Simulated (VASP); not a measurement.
# W (Im-3m) in VASP: density of states with PBE

Aim: the density of states of W with PBE.

All numbers are computed with VASP 6.6.1; they aren't measurements. Logs are shortened: lines on timing, memory, paths and dates and some standing lists are left out, and cuts for length are marked.

### Step 1. Starting point

The structure is cubic, space group Im-3m (No. 229). The conventional cell has a = 3.184 Å, b = 3.184 Å, c = 3.184 Å, α = 90.00°, β = 90.00°, γ = 90.00°. W (site symmetry m-3m) has 8 W at 2.76 Å as nearest neighbours.

### Step 2. Density of states, PBE

Input file POSCAR:

```
W                                       
1.0
   -1.5920448175      1.5920448175      1.5920448175
    1.5920448175     -1.5920448175      1.5920448175
    1.5920448175      1.5920448175     -1.5920448175
  W             
     1
Direct
     0.0000000000000000    0.0000000000000000    0.0000000000000000
```

Input file INCAR.step1:

```
PREC = Accurate
ENCUT = 350
EDIFF = 1E-7
ISMEAR = 0
SIGMA = 0.1
LREAL = F
LASPH = T
NELM = 80
ALGO = Normal
ISIF = 2
LWAVE = F
LCHARG = T
LMAXMIX = 4
GGA = PE
NBANDS = 13
```

Input file KPOINTS.step1:

```
regular mesh
0
Gamma
  18 18 18
```

Input file INCAR.step2:

```
PREC = Accurate
ENCUT = 350
EDIFF = 1E-7
ISMEAR = -5
SIGMA = 0.1
LREAL = F
LASPH = T
NELM = 80
ALGO = Normal
ISIF = 2
LWAVE = F
LCHARG = F
LMAXMIX = 4
GGA = PE
LORBIT = 10
NBANDS = 13
NEDOS = 2001
ICHARG = 11
```

Input file KPOINTS.step2:

```
regular mesh
0
Gamma
  27 27 27
```

Potentials or basis: VASP PAW PBE potentials, release 64 (W_sv).

On the command line:

```bash
> cat potpaw_PBE.64/W_sv/POTCAR > POTCAR
> cp INCAR.step1 INCAR
> cp KPOINTS.step1 KPOINTS
> mpirun -np 1 vasp_std > vasp.out
> cp INCAR.step2 INCAR
> cp KPOINTS.step2 KPOINTS
> mpirun -np 1 vasp_std > vasp.out
```

OUTCAR:

```text
PREC = Accurate
   ENCUT = 350
   EDIFF = 1E-7
   ISMEAR = -5
   LREAL = F
   LASPH = T
   NELM = 80
   ISIF = 2
   GGA = PE
   LORBIT = 10
   ICHARG = 11

 ion  position               nearest neighbor table
   1  0.000  0.000  0.000-

  LATTYP: Found a body centered cubic cell.
 ALAT       =     3.1840896350

  Lattice vectors:

 A1 = (  -1.5920448175,   1.5920448175,   1.5920448175)
 A2 = (   1.5920448175,  -1.5920448175,   1.5920448175)
 A3 = (   1.5920448175,   1.5920448175,  -1.5920448175)

Analysis of symmetry for initial positions (statically):
=====================================================================
 Subroutine PRICEL returns:
 Original cell was already a primitive cell.

 Routine SETGRP: Setting up the symmetry group for a
 body centered cubic supercell.

 Subroutine GETGRP returns: Found 48 space group operations
 (whereof 48 operations were pure point group operations)
 out of a pool of 48 trial point group operations.

The static configuration has the point symmetry O_h .

Analysis of symmetry for dynamics (positions and initial velocities):
=====================================================================
 Subroutine PRICEL returns:
 Original cell was already a primitive cell.

 Routine SETGRP: Setting up the symmetry group for a
 body centered cubic supercell.

 Subroutine GETGRP returns: Found 48 space group operations
 (whereof 48 operations were pure point group operations)
 out of a pool of 48 trial point group operations.

The dynamic configuration has the point symmetry O_h .

 Subroutine INISYM returns: Found 48 space group operations
 (whereof 48 operations are pure point group operations),
 and found     1 'primitive' translations

----------------------------------------------------------------------------------------

                                     Primitive cell

  volume of cell :      16.1408

  direct lattice vectors                    reciprocal lattice vectors
    -1.592044817  1.592044817  1.592044817     0.000000000  0.314061510  0.314061510
     1.592044817 -1.592044817  1.592044817     0.314061510  0.000000000  0.314061510
     1.592044817  1.592044817 -1.592044817     0.314061510  0.314061510  0.000000000

  length of vectors
     2.757502512  2.757502512  2.757502512     0.444150047  0.444150047  0.444150047

  position of ions in fractional coordinates (direct lattice)
     0.000000000  0.000000000  0.000000000

  ion indices of the primitive-cell ions
   primitive index   ion index
                 1           1

----------------------------------------------------------------------------------------

 KPOINTS: regular mesh

Automatic generation of k-mesh.
 Grid dimensions read from file:
 generate k-points for:   27   27   27

 Generating k-lattice:

  Cartesian coordinates                     Fractional coordinates (reciprocal lattice)
     0.000000000  0.011631908  0.011631908     0.037037037  0.000000000  0.000000000
     0.011631908  0.000000000  0.011631908     0.000000000  0.037037037  0.000000000
     0.011631908  0.011631908  0.000000000     0.000000000  0.000000000  0.037037037

  Length of vectors
     0.016450002  0.016450002  0.016450002

  Shift w.r.t. Gamma in fractional coordinates (k-lattice)
     0.000000000  0.000000000  0.000000000

 TETIRR: Found  23679 inequivalent tetrahedra from   118098

 Subroutine IBZKPT returns following result:
 ===========================================

 Found    560 irreducible k-points:

 Following reciprocal coordinates:
            Coordinates               Weight
  0.000000  0.000000  0.000000      1.000000
  0.037037  0.000000  0.000000     12.000000
  0.074074  0.000000  0.000000     12.000000
  0.111111  0.000000  0.000000     12.000000
  0.148148  0.000000  0.000000     12.000000
  0.185185  0.000000  0.000000     12.000000
[... 16 lines left out ...]
  0.333333  0.037037  0.000000     48.000000
  0.370370  0.037037 -0.000000     48.000000
 [... further k-points ...]
   k-points           NKPTS =    560   k-points in BZ     NKDIM =    560   number of bands    NBANDS=     13
   number of dos      NEDOS =   2001   number of ions     NIONS =      1
   total plane-waves  NPLWV =   5832
   dimension x,y,z NGX =    18 NGY =   18 NGZ =   18
   dimension x,y,z NGXF=    36 NGYF=   36 NGZF=   36
   ions per type =               1
   NGX,Y,Z   is equivalent  to a cutoff of  10.85, 10.85, 10.85 a.u.
   NGXF,Y,Z  is equivalent  to a cutoff of  21.70, 21.70, 21.70 a.u.
 SYSTEM =  unknown system
   PREC   = accura    normal or accurate (medium, high low for compatibility)
   ISTART =      0    job   : 0-new  1-cont  2-samecut
   ICHARG =     11    charge: 1-file 2-atom 10-const
   ISPIN  =      1    spin polarized calculation?
   LNONCOLLINEAR =      F non collinear calculations
   LSORBIT =      F    spin-orbit coupling
   LASPH  =      T    aspherical Exc in radial PAW
   ENCUT  =  350.0 eV  25.72 Ry    5.07 a.u.   4.21  4.21  4.21*2*pi/ulx,y,z
   NELM   =     80;   NELMIN=  2; NELMDL=  0     # of ELM steps
   EDIFF  = 0.1E-06   stopping-criterion for ELM
   LREAL  =      F    real-space projection
   EDIFFG = 0.1E-05   stopping-criterion for IOM
   NSW    =      0    number of steps for IOM
   IBRION =     -1    ionic relax: 0-MD 1-quasi-New 2-CG
   NFREE  =      0    steps in history (QN), initial steepest desc. (CG)
   ISIF   =      2    stress and relaxation
   ISYM   =      2    0-nonsym 1-usesym 2-fastsym
   POTIM  = 0.5000    time-step for ionic-motion
   TEBEG  =    0.0;   TEEND  =   0.0 temperature during run
   PSTRESS=    0.0 pullay stress
   NELECT =      14.0000    total number of electrons
   NUPDOWN=      -1.0000    fix difference up-down
   EMIN   =  10.00;   EMAX   =-10.00  energy-range for DOS
   EFERMI =   0.00;   METHOD = LEGACY
   ISMEAR =    -5;   SIGMA  =   0.10  broadening in eV -4-tet -1-fermi 0-gaus
   EFERMI_NEDOS =   21; number of points for ismear=-14 and -15
   IALGO  =     38    algorithm
   IMIX   =      4    mixing-type and parameters
     AMIX     =   0.40;   BMIX     =  1.00
     AMIX_MAG =   1.60;   BMIX_MAG =  1.00
  volume/ion in A,a.u.               =      16.14       108.92
  Fermi-wavevector in a.u.,A,eV,Ry     =   1.561261  2.950356 33.164696  2.437536
  Thomas-Fermi vector in A             =   2.664352
   LORBIT       =     10    0 simple, 1 ext, 2 COOP (PROOUT), +10 PAW based schemes
   GGA     = PE    functional components
   LHFCALC =     F    Hartree Fock is set to
   AEXX    =    0.0000 exact exchange contribution
   IVDW    =     0    specifies the selected vdW correction
   LEPSILON=     F    determine dielectric tensor
   LRPA    =     F    only Hartree local field effects (RPA)
 non-spin polarized calculation
 Fermi weights with tetrahedron method with Bloechl corrections
  energy-cutoff  :      350.00
  volume of cell :       16.14
 maximum number of plane-waves:       247
 NGX is ok and might be reduce to    18

 number of electron      13.9999994 magnetization

 Free energy of the ion-electron system (eV)
  ---------------------------------------------------
  ext. energy  EPLUGINS =         0.00000000
  ---------------------------------------------------
  free energy    TOTEN  =       -12.95401779 eV

  energy without entropy =      -12.95401779  energy(sigma->0) =      -12.95401779

 E-fermi :  11.2155     XC(G=0): -13.5386

 val. band max:       11.2788783676   @ k =   0.4444   0.0741   0.0370
 cond. band min:      11.1638972336   @ k =  -0.1481   0.1852   0.1111
 fundamental gap:     -0.1149811340
 Fermi energy:        11.2155002109

 k-point     1 :       0.0000    0.0000    0.0000
  band No.  band energies     occupation
      1     -63.0174      2.00000
      2     -26.6060      2.00000
      3     -26.6060      2.00000
      4     -26.6060      2.00000
      5       1.6460      2.00000
      6       9.9885      2.00000
      7       9.9885      2.00000
      8       9.9885      2.00000
      9      13.4059      0.00000
     10      13.4059      0.00000
     11      25.6595      0.00000
     12      25.6595      0.00000
     13      25.6595      0.00000

 k-point     2 :       0.0370    0.0000    0.0000
  band No.  band energies     occupation
      1     -63.0158      2.00000
      2     -26.6237      2.00000
      3     -26.6116      2.00000
      4     -26.6061      2.00000
      5       1.7115      2.00000
      6       9.9483      2.00000
      7       9.9801      2.00000
      8      10.0510      2.00000
      9      13.3393      0.00000
     10      13.4061      0.00000
     11      25.7164      0.00000
     12      25.7711      0.00000
     13      25.8220      0.00000

 k-point     3 :       0.0741    0.0000    0.0000
  band No.  band energies     occupation
      1     -63.0109      2.00000
      2     -26.6756      2.00000
      3     -26.6278      2.00000
      4     -26.6063      2.00000
      5       1.9049      2.00000
      6       9.8324      2.00000
      7       9.9498      2.00000
      8      10.2381      2.00000
      9      13.1661      0.00000
     10      13.4082      0.00000
     11      25.8754      0.00000
     12      26.1009      0.00000
     13      26.2767      0.00000

 k-point     4 :       0.1111    0.0000    0.0000
  band No.  band energies     occupation
      1     -63.0032      2.00000
      2     -26.7581      2.00000
      3     -26.6538      2.00000
      4     -26.6067      2.00000
      5       2.2168      2.00000
      6       9.6524      2.00000
      7       9.8824      2.00000
      8      10.5473      2.00273
      9      12.9540      0.00000
     10      13.4163      0.00000
     11      26.0978      0.00000
     12      26.6360      0.00000
     13      26.9286      0.00000

 k-point     5 :       0.1481    0.0000    0.0000
  band No.  band energies     occupation
      1     -62.9927      2.00000
      2     -26.8660      2.00000
      3     -26.6881      2.00000
      4     -26.6072      2.00000
      5       2.6302      2.00000
      6       9.4256      2.00000
      7       9.7648      2.00000
      8      10.9739      1.95176
      9      12.7801      0.00000
     10      13.4360      0.00000
     11      26.3056      0.00000
     12      27.3576      0.00000
     13      27.6142      0.00000
[... 257 lines left out ...]
 k-point    22 :       0.2963    0.0370    0.0000
  band No.  band energies     occupation
      1     -62.9306      2.00000
      2     -27.4726      2.00000
      3     -26.8873      2.00000
      4     -26.6171      2.00000
      5       4.7763      2.00000
      6       8.2901      2.00000
      7       9.4814      2.00000
      8      12.9992      0.00000
      9      13.8321      0.00000
     10      14.1683      0.00000
     11      24.7298      0.00000
     12      25.7371      0.00000
     13      31.9740      0.00000

 k-point    23 :       0.3333    0.0370    0.0000
  band No.  band energies     occupation
      1     -62.9182      2.00000
      2     -27.5879      2.00000
      3     -26.9274      2.00000
      4     -26.6179      2.00000
      5       4.9867      2.00000
      6       8.0916      2.00000
      7       9.8581      2.00000
      8      13.1729      0.00000
      9      13.9500      0.00000
     10      15.0141      0.00000
     11      24.0369      0.00000
     12      24.6532      0.00000
     13      30.9728      0.00000

 k-point    24 :       0.3704    0.0370   -0.0000
  band No.  band energies     occupation
      1     -62.9078      2.00000
      2     -27.6835      2.00000
      3     -26.9609      2.00000
      4     -26.6185      2.00000
      5       5.0731      2.00000
      6       7.9310      2.00000
      7      10.3932      2.00138
      8      13.3011      0.00000
      9      14.0727      0.00000
     10      15.8346      0.00000
     11      23.3625      0.00000
     12      23.7172      0.00000
     13      29.7229      0.00000

 [... further k-points ...]
[... 5 lines left out ...]
  --------------------------------------------------------------------------------------
  -------------------------------------------------------------------------------------
  Total       -0.0405957     -0.0405957     -0.0405957      0.0000000      0.0000000      0.0000000
  in kB       -4.0296231     -4.0296231     -4.0296231      0.0000000      0.0000000      0.0000000
  external PRESSURE =      -4.0296231 kB  Pullay stress =       0.0000000 kB

 VOLUME and BASIS-vectors are now :
 -----------------------------------------------------------------------------
  energy-cutoff  :      350.00
  volume of cell :       16.14
      direct lattice vectors                 reciprocal lattice vectors
    -1.592044817  1.592044817  1.592044817     0.000000000  0.314061510  0.314061510
     1.592044817 -1.592044817  1.592044817     0.314061510  0.000000000  0.314061510
     1.592044817  1.592044817 -1.592044817     0.314061510  0.314061510  0.000000000

 POSITION                                       TOTAL-FORCE (eV/Angst)
 -----------------------------------------------------------------------------------
      0.00000      0.00000      0.00000         0.000000      0.000000      0.000000
 -----------------------------------------------------------------------------------
    total drift:                                0.000000      0.000000     -0.000000

  FREE ENERGIE OF THE ION-ELECTRON SYSTEM (eV)
  ---------------------------------------------------
  free  energy   TOTEN  =       -12.9540177925 eV

  energy  without entropy=      -12.9540177925  energy(sigma->0) =      -12.95401779

 total charge

# of ion       s       p       d       tot
------------------------------------------
    1        2.397   6.335   3.321  12.053
```

Run time: 45 s. Hardware: 1 thread of Intel Xeon Platinum 8559C (Emerald Rapids), shared host; peak memory 0.22 GiB.

What came out:

```
Valence electrons inside the program's atomic spheres : W 12.05
```

States per cell in windows of 1 eV (zero at the Fermi level; states under -8 eV left out):
```
from (eV)  total  W1_d  W1_p  W1_s
     -8.0   0.11  0.00  0.01  0.04
     -7.0   0.28  0.05  0.02  0.08
     -6.0   0.77  0.32  0.04  0.13
     -5.0   0.88  0.46  0.05  0.07
     -4.0   1.16  0.78  0.06  0.01
     -3.0   1.29  0.83  0.10  0.02
     -2.0   1.07  0.66  0.11  0.02
     -1.0   0.37  0.22  0.05  0.01
      0.0   0.66  0.49  0.03  0.01
      1.0   1.06  0.86  0.03  0.01
      2.0   1.37  1.19  0.02  0.02
      3.0   1.25  1.03  0.05  0.04
      4.0   0.48  0.37  0.04  0.02
      5.0   0.33  0.24  0.03  0.01
      6.0   0.31  0.19  0.04  0.02
      7.0   0.32  0.15  0.05  0.06
```

Caveat: tetrahedron occupations give inexact forces and stress in metals. Spin-orbit coupling is left out, which matters for the levels of W.
